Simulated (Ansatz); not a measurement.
In, dhcp: geometry optimisation

These are results of Ansatz, DFT, revPBE, plane waves (420 eV) with PAW, scalar-relativistic, not measurements. The PAW files were generated under PBE, with cores re-solved for the functional.

k-point mesh 11×11×3, Fermi-Dirac smearing 0.1 eV, no spin polarisation. Cell and atoms relax.

Starting structure:

```cif
data_structure
_symmetry_space_group_name_H-M 'P 1'
_symmetry_Int_Tables_number 1
_cell_length_a 3.3314
_cell_length_b 3.3314
_cell_length_c 10.8803
_cell_angle_alpha 90.000
_cell_angle_beta 90.000
_cell_angle_gamma 120.000
_cell_volume 104.57
loop_
_atom_site_label
_atom_site_type_symbol
_atom_site_fract_x
_atom_site_fract_y
_atom_site_fract_z
_atom_site_occupancy
In1 In 0.00000 0.00000 0.00000 1
In2 In 0.00000 0.00000 0.50000 1
In3 In 0.33333 0.66667 0.25000 1
In4 In 0.66667 0.33333 0.75000 1
```

What cell does the relaxation end in?

P6_3/mmc with a = 3.433 Å, c = 11.149 Å (c/a = 3.248); 28.44 Å³ per atom against 26.14 at the start (8.8 %).

How much energy does the relaxation gain?

21.6 meV per atom.

Path of the relaxation (the plane waves are chosen anew near the end, which can shift the energy a little):

```tsv
step	E − E(final) (meV/atom)	V (Å³/atom)	P (GPa)	max force (eV/Å)
0	21.63	26.144	3.28	0.000
1	0.61	28.375	0.09	0.000
2	0.59	28.442	0.01	0.000
3	0.00	28.442	0.00	0.000
```
